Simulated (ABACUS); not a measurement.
The system is Tc.

```
Tc
1.0
     2.74000    0.00000    0.00000
    -1.37000    2.37291    0.00000
     0.00000    0.00000    4.39800
Tc
2
Direct
  0.66667 0.33333 0.75000
  0.33333 0.66667 0.25000
```

Base run:

* Program: ABACUS 3.10.1
* Functional: SCAN
* Potentials or basis: SG15 ONCV 1.2 PBE
* Cutoff: 1361 eV
* Density cutoff: 5442 eV
* Basis: DZP LCAO (the cutoffs set its grid)
* k mesh: 11 × 11 × 6
* Occupations: fermi-dirac, width 0.05 eV
* Spin: no spin polarisation

Its results: band gap on the k mesh none (metal or under the smearing width); pressure -3.2 GPa.

The run is repeated on the same cell with these changes: functional from SCAN to WC. What comes out?

Band gap on the k mesh none (metal or under the smearing width); pressure -2.0 GPa.

Caveats: the atomic orbitals were generated for these runs and aren't a published set; the potentials were made for another functional, which shifts forces and pressure; the basis of atomic orbitals isn't converged, which shifts pressures, moduli and gaps.
